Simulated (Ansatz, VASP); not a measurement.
## AlN: VASP beside Ansatz

```
Al N
1.0
     3.17142    0.00000    0.00000
    -1.58571    2.74653    0.00000
     0.00000    0.00000    5.08406
Al N
2 2
Direct
  0.33333 0.66667 0.99923
  0.66667 0.33333 0.49923
  0.33333 0.66667 0.38077
  0.66667 0.33333 0.88077
```

Alike in both runs: task relaxation of shape and atoms at fixed volume; functional PBE; k mesh 10 × 10 × 6; occupations gaussian, width 0.05 eV; no spin polarisation.

```csv
,VASP,Ansatz
version,VASP 6.6.1,Ansatz 0.2.0
potentials or method,"VASP PAW PBE potentials, release 64 (Al, N)","scalar-relativistic, plane waves, PAW"
plane-wave cutoff (eV),600,420
valence electrons in the cell,16,16
```

|  | VASP | Ansatz | Ansatz less VASP |
| --- | --- | --- | --- |
| gap on the k mesh at the Fermi level, each at its own relaxed structure (eV) | 3.72 | 3.71 | -0.013 |
| relaxed volume (Å³/atom) | 11.07 | 11.07 | 0.000 |
| relaxed cell length with the largest relative difference (Å) | 5.092 | 5.091 | -0.0016 |
